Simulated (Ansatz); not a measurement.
Cu:

```
Cu
1.0
     2.53076    0.00000    0.00000
    -1.26538    2.19171    0.00000
     0.00000    0.00000    8.26182
Cu
4
Direct
  0.66667 0.33333 0.75000
  0.00000 0.00000 0.50000
  0.33333 0.66667 0.25000
  0.00000 0.00000 0.00000
```

This isn't the form of Cu at room conditions, which is fcc.

A run of Ansatz 0.2.0 on this cell left the log below. Logs are shortened: lines on timing, memory, paths and dates and some standing lists are left out, and cuts for length are marked.

```text
Warning: RAYON_NUM_THREADS=2 ignored (pool sized by the plan → 2); use --threads N
Engine: ansatz 0.2.0, x86_64-unknown-linux-gnu
Pseudopotentials: kind: paw
Pseudopotential: Cu, paw, valence charge 19, recommended cutoff 420 eV (normal), Cu.paw.azcp
Functional definition: PBEsol
  exchange = pbesol_x
  correlation = pbesol_c
Crystal: 4 atoms, lattice volume = 45.826 Å³
Basis set: ecut = 420 eV, 909 PW (Γ), exchange–correlation on 36×36×120 points (8 copies of the dense FFT grid, shifted against one another)
Bands: 46, of which v1, the nominal top of the filled ones, is band 38 counted from 1 (37 counted from 0)
Symmetry: 24 space group operations
Space group: P63/mmc (ITA 194), of the structure as read, at distance tolerance 3.6e-5 Å
k-points: 57 of 576
Non-local potential: Cu, projectors of the file, l = 0: 3, l = 1: 2, l = 2: 3, l = 3: 1
PAW form: soft (Blöchl's): semilocal exchange-correlation on the pseudo side does not see the compensation charge
PAW frozen core: Cu, regenerated for the run's functional, and the local potential with it (the file was generated under x = pbe(κ = 0.804, μ = 0.2195149727645171), c = pbe(β = 0.06672455060314922))
PAW one-centre angular grid: Cu, 590 points (default); XC on 64 Gauss nodes
Initial density: superposition of atomic densities (neutral atoms: chi_scale 0, normalization atom), corrected by the library's trained network
Initial wavefunctions: pseudopotential atomic-orbital guess
[... 85 lines left out ...]
  E_smearing   = -0.013008  (= −TS)
  E_closure    = 0.000000  (closes the sum)
  Σ components = -26355.067981   (vs F -26355.067981, Δ=0.00e0)
--- Forces (eV/Å), atoms counted from 1 ---
  atom   1  Cu     0.00000000     0.00000000     0.00000000
  atom   2  Cu     0.00000000     0.00000000    -0.00000000
  atom   3  Cu    -0.00000000    -0.00000000     0.00000000
  atom   4  Cu     0.00000000     0.00000000     0.00000000
  max |Σ_I F_I| component: 2.31e-18 eV/Å
--- Stress (GPa, compression-positive) ---
        0.028807       0.000000       0.000000
        0.000000       0.028807       0.000000
        0.000000       0.000000      -0.008774
  P = ⅓ Tr σ = 0.0163 GPa (0.163 kbar)
--- Band table (eV; the first three rows and the last of 57) ---
  k-point 0: bands = ["-94.8518", "-94.8485", "-94.8300", "-94.8266", "-52.4325", "-52.3749", "-52.3603", "-52.3218", "-52.3218", "-52.3179", "-52.3179", "-52.3022", "-52.2973", "-52.2973", "-52.2934", "-52.2934", "7.7326", "9.9206", "9.9359", "12.1616", "14.0972", "14.0985", "14.3482", "14.3482", "14.3483", "14.3483", "14.3793", "14.5589", "14.5589", "14.5793", "14.5793", "15.0953", "15.0953", "15.3620", "15.3620", "15.5356", "15.5356", "15.8462", "15.8462", "16.3238", "21.5027", "30.3294", "30.3305", "38.9634", "39.6806", "39.7661"]
  k-point 1: bands = ["-94.8514", "-94.8490", "-94.8294", "-94.8270", "-52.4276", "-52.3934", "-52.3417", "-52.3213", "-52.3213", "-52.3185", "-52.3185", "-52.3071", "-52.2967", "-52.2967", "-52.2939", "-52.2939", "7.8802", "9.0176", "10.9133", "12.0697", "14.1568", "14.2170", "14.3472", "14.3688", "14.3688", "14.3723", "14.3723", "14.5245", "14.5245", "14.5438", "14.5438", "15.1377", "15.1377", "15.3151", "15.3151", "15.6009", "15.6009", "15.7125", "15.8107", "15.8107", "22.4870", "27.3488", "33.5145", "39.0486", "39.3928", "39.8802"]
  k-point 2: bands = ["-94.8502", "-94.8502", "-94.8281", "-94.8281", "-52.4138", "-52.4138", "-52.3211", "-52.3211", "-52.3200", "-52.3200", "-52.3200", "-52.3200", "-52.2952", "-52.2952", "-52.2952", "-52.2952", "8.3164", "8.3164", "11.6952", "11.6952", "14.2618", "14.2618", "14.4075", "14.4075", "14.4075", "14.4075", "14.4855", "14.4855", "14.4855", "14.4855", "14.7479", "14.7479", "15.2272", "15.2272", "15.2272", "15.2272", "15.7167", "15.7167", "15.7167", "15.7167", "24.6629", "24.6629", "36.8081", "36.8081", "39.2910", "39.2910"]
  k-point 56: bands = ["-94.8359", "-94.8359", "-94.8174", "-94.8174", "-52.4024", "-52.4024", "-52.3893", "-52.3893", "-52.3857", "-52.3857", "-52.3623", "-52.3623", "-52.3375", "-52.3375", "-52.3328", "-52.3328", "13.2334", "13.2334", "13.3284", "13.3284", "13.3896", "13.3896", "13.5197", "13.5197", "14.1174", "14.1174", "14.1527", "14.1527", "14.9547", "14.9547", "15.2784", "15.2784", "15.7376", "15.7376", "15.8374", "15.8374", "20.8994", "20.8994", "21.2216", "21.2216", "21.7031", "21.7031", "24.8517", "24.8517", "26.1058", "26.1058"]
--- Relaxed structure (4 steps of the walk, 4 accepted, 1 SCFs on fresh bases) ---
  F+E_penalty+E_count = -26355.06798147 eV   max|allowed force component| = 1.388e-17 eV/Å   (the final SCF, on the basis selected at the relaxed cell)
  cell:  # Å, volume = 45.2953 Å³
    - [2.523184776488501, 2.8780989406312163e-11, 0.0]
    - [-1.2615923882691755, 2.185142114866812, 0.0]
    - [0.0, 0.0, 8.215326429451773]
  atoms:
    - { symbol: Cu, position: [0.6666666666666666, 0.33333333333333326, 0.75] }
    - { symbol: Cu, position: [-1.599354970028064e-35, -2.0938620760257273e-35, 0.49999999999999994] }
    - { symbol: Cu, position: [0.33333333333333326, 0.6666666666666669, 0.24999999999999997] }
    - { symbol: Cu, position: [-1.3445680064975832e-35, -1.5446523511643501e-35, -5.827805166716572e-36] }
```

What input gives this log?

Relaxation of cell and atoms with PBEsol, no spin polarisation. The files as run (others can give the same):

input.yaml
```yaml
crystal:
  lattice:
    - [2.5307640267, 0.0, 0.0]
    - [-1.2653820134, 2.1917059381, 0.0]
    - [0.0, 0.0, 8.26181508]
  atoms:
    - { symbol: Cu, position: [0.6666666667, 0.3333333333, 0.75] }
    - { symbol: Cu, position: [0.0, 0.0, 0.5] }
    - { symbol: Cu, position: [0.3333333333, 0.6666666667, 0.25] }
    - { symbol: Cu, position: [0.0, 0.0, 0.0] }
hamiltonian:
  xc: pbesol
  pseudopotentials: { kind: paw }
kpoints:
  mp_grid: { grid: [12, 12, 4] }
scf:
  occupations: { method: fermi_dirac, width: 0.05 }
output:
  forces: true
  stress: true
  eigenvalues: true
relax:
  f_tol: 0.01
  max_steps: 40
  cell: { stress_tol: 0.05 }
```

Potentials or basis: Ansatz PAW.
Run with:
```bash
$ ansatz run input.yaml --threads 2 --pin off --max-ram 5632MiB --backend cpu --events-out ev --progress --plain --runs-dir out
```

Caveat: the plane-wave basis is chosen anew once the cell has moved, so the energies of steps on either side of that aren't comparable; the PAW data sets come from PBE, with cores solved anew for the run's functional, which leaves a small shift of forces and pressure.
